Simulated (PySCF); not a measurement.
A run of PySCF 2.14.0 is set up as follows.

File run.py:

```python
import json
import numpy as np
from pyscf.pbc import gto, scf, dft, df

cell = gto.Cell()
cell.basis = {'Pb': 'DZVP-MOLOPT-SR-GTH-q4', 'Te': 'DZVP-MOLOPT-SR-GTH-q6'}
cell.pseudo = {'Pb': 'GTH-PBE-q4', 'Te': 'GTH-PBE-q6'}
cell.fromfile('TePb.cif')
cell.ke_cutoff = 58  # hartree
cell.exp_to_discard = 0.02
cell.precision = 1e-08
cell.space_group_symmetry = True
cell.symmorphic = False
cell.max_memory = 5880  # MB
cell.verbose = 4
cell.build()

res = {}
kpts = cell.make_kpts([6, 6, 6], space_group_symmetry=True, time_reversal_symmetry=True)
cell.space_group_symmetry = False  # the mesh holds the operations; no search on the supercells of the integral code
mf = dft.KRKS(cell, kpts, xc='r2scan')
mf = mf.multigrid_numint()
mf = mf.smearing(sigma=0.00183747, method='fermi')  # hartree
mf.conv_tol = 1e-07
mf.max_cycle = 60

mf.kernel()
res.update(converged=bool(mf.converged), e_tot=mf.e_tot, nelec=cell.nelectron, nao=cell.nao, mesh=list(map(int, cell.mesh)), a=cell.lattice_vectors().tolist(), coords=cell.atom_coords().tolist(),
           mo_energy=[np.real(x).tolist() for x in mf.mo_energy], mo_occ=[np.real(x).tolist() for x in mf.mo_occ])
res.update(e_free=mf.e_free, e_zero=mf.e_zero)
res.update(kpts=kpts.kpts_scaled_ibz.tolist(), weights=kpts.weights_ibz.tolist())
res['parts'] = {k: float(np.real(v)) for k, v in mf.scf_summary.items() if np.isscalar(v)}
json.dump(res, open('results.json', 'w'))
if not mf.converged:
    raise SystemExit('SCF not converged')

print('levels (eV)')
for i, kp in enumerate(res['kpts'][:40]):
    print('k %7.4f %7.4f %7.4f  ' % tuple(kp), ' '.join('%.3f' % (x * 27.211386) for x in res['mo_energy'][i][:10]))

mf = mf.to_khf()  # unfold to the whole mesh
kpts = mf.kpts
# Mulliken populations
dm, s = np.asarray(mf.make_rdm1()), np.asarray(mf.get_ovlp())
sites = cell.aoslice_by_atom()[:, 2:]
tot = np.einsum('kij,kji->i', dm, s).real / len(kpts)
res['mulliken'] = [cell.atom_charge(i) - tot[a0:a1].sum() for i, (a0, a1) in enumerate(sites)]
print('Mulliken charges', np.round(res['mulliken'], 5))

scaled = np.array([[0.0, 0.0, 0.0], [0.1, 0.0, 0.1], [0.2, 0.0, 0.2], [0.3, 0.0, 0.3], [0.4, 0.0, 0.4], [0.5, 0.0, 0.5], [0.5, 0.125, 0.625], [0.5, 0.25, 0.75], [0.375, 0.375, 0.75], [0.3125, 0.3125, 0.625], [0.25, 0.25, 0.5], [0.1875, 0.1875, 0.375], [0.125, 0.125, 0.25], [0.0625, 0.0625, 0.125], [0.0, 0.0, 0.0], [0.1, 0.1, 0.1], [0.2, 0.2, 0.2], [0.3, 0.3, 0.3], [0.4, 0.4, 0.4], [0.5, 0.5, 0.5], [0.53125, 0.4375, 0.53125], [0.5625, 0.375, 0.5625], [0.59375, 0.3125, 0.59375], [0.625, 0.25, 0.625], [0.5625, 0.25, 0.6875], [0.5, 0.25, 0.75], [0.5, 0.3, 0.7], [0.5, 0.35, 0.65], [0.5, 0.4, 0.6], [0.5, 0.45, 0.55], [0.5, 0.5, 0.5], [0.475, 0.475, 0.55], [0.45, 0.45, 0.6], [0.425, 0.425, 0.65], [0.4, 0.4, 0.7], [0.375, 0.375, 0.75], [0.625, 0.25, 0.625], [0.583333, 0.166667, 0.583333], [0.541667, 0.083333, 0.541667], [0.5, 0.0, 0.5]])  # GXWKGLUWLK,UX
e_kn = mf.get_bands(cell.get_abs_kpts(scaled))[0]
res.update(band_k=np.asarray(scaled).tolist(), bands=np.asarray(e_kn).real.tolist())
for kp, e in zip(scaled, np.asarray(e_kn).real):
    print('k %7.4f %7.4f %7.4f  ' % tuple(kp), ' '.join('%8.3f' % (x * 27.211386) for x in e[:11]))
res['done'] = True
json.dump(res, open('results.json', 'w'))
```

File TePb.cif:

```cif
data_TePb
_cell_length_a 4.56932402
_cell_length_b 4.56932402
_cell_length_c 4.56932402
_cell_angle_alpha 60.00000000
_cell_angle_beta 60.00000000
_cell_angle_gamma 60.00000000
_space_group_name_H-M_alt 'P1'
_space_group_name_Hall 'P 1'
_space_group_IT_number 1
loop_
_space_group_symop_operation_xyz
'x,y,z'
loop_
_atom_site_label
_atom_site_type_symbol
_atom_site_symmetry_multiplicity
_atom_site_Wyckoff_symbol
_atom_site_fract_x
_atom_site_fract_y
_atom_site_fract_z
_atom_site_occupancy
Pb1 Pb 1 a 0.0000000000 0.0000000000 0.0000000000 1
Te1 Te 1 a 0.5000000000 0.5000000000 0.5000000000 1
```

Potentials or basis: DZVP-MOLOPT-SR/GTH-PBE (potentials made for PBE).

Command:

```console
$ OMP_NUM_THREADS=4 python -u run.py > log
```

**Question.** What does it give for the band gap along the path?

**Answer.** 0.88 eV, direct.

**Question.** Predict the band gap on the k mesh.

**Answer.** 0.88 eV, direct.

**Question.** Estimate the Mulliken charges.

**Answer.** Pb +0.37; Te -0.37 e.

Levels at the corners of the path, in eV from the valence-band top:
```
point  band 3  band 4  band 5  band 6  band 7  band 8
    Γ   -1.53   -1.53   -1.53    4.38    4.38    4.38
    X   -4.84   -3.07   -3.07    3.54    5.92    5.92
    W   -4.11   -4.11   -0.50    1.70    5.80    5.80
    K   -4.45   -2.57   -2.29    3.89    3.90    5.69
    Γ   -1.53   -1.53   -1.53    4.38    4.38    4.38
    L   -1.14   -1.14    0.00    0.88    1.22    1.22
    U   -4.45   -2.57   -2.29    3.89    3.90    5.69
    W   -4.11   -4.11   -0.50    1.70    5.80    5.80
    L   -1.14   -1.14    0.00    0.88    1.22    1.22
    K   -4.45   -2.57   -2.29    3.89    3.90    5.69
    U   -4.45   -2.57   -2.29    3.89    3.90    5.69
    X   -4.84   -3.07   -3.07    3.54    5.92    5.92
```

Caveat: meta-GGAs need a finer uniform grid than this; spin-orbit coupling is left out, which as a rule narrows the gap of such compounds by several tenths of an eV; the basis of atomic orbitals isn't converged, which shifts pressures, moduli and gaps.

**Experimental background.**

A printed reference work, monograph reports, for a bulk crystal of TePb at 4.2 K: band gap 0.19 eV (direct).

A measured gap of TePb is 0.19 eV (direct; 4.2 K; a printed reference work, monograph); the calculated 0.88 eV misses it by +0.69 eV. Spin-orbit coupling on Pb, Te is left out. The value is that of r2SCAN in an atomic basis (DZVP-MOLOPT-SR/GTH-PBE (potentials made for PBE)), whose error adds to the functional's,, without temperature or zero-point motion.
